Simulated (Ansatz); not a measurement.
**GaSb: how the free axis answers a strain**

GaSb, F-43m, a = 6.215 Å. Ansatz: PBE, PAW, 420 eV, Γ-centred 10×10×8 mesh on 4 atoms, Gaussian smearing 0.10 eV; no spin polarisation. Series: biaxial strain in the a-b plane, c and atoms relaxed; x is the strain in per cent. The axes a, b, c are those of the computed cell (4.395, 4.395, 6.215 Å), along [1 1 0], [-1 1 0], [0 0 1] of the cell named above. y is the change of c in per cent of 6.215 Å.

```
x (%) y (%)
 -6.0      ?
 -4.0   3.30
 -2.0   1.62
  0.0   0.00
  2.0  -1.79
  4.0  -3.56
  6.0  -5.42
```

Fit y = c1 x + c2 x² to the other rows, say what c1 measures, and predict the missing y.

Least squares on the rows shown. y = −0.8551 x − 0.008290 x². With no stress along c, c1 = −2C12/C11 = -0.855. At x = -6.0 the fit asked for gives 4.83 %. The run gave 5.02 %, so the fit is 0.19 % too low, 1.8 % of the span of the series, against an rms of 0.03 % on the fitted rows. The row lies outside the fitted range. With a term in x³ added, a fit to the same known rows predicts 4.80 %, no real gain.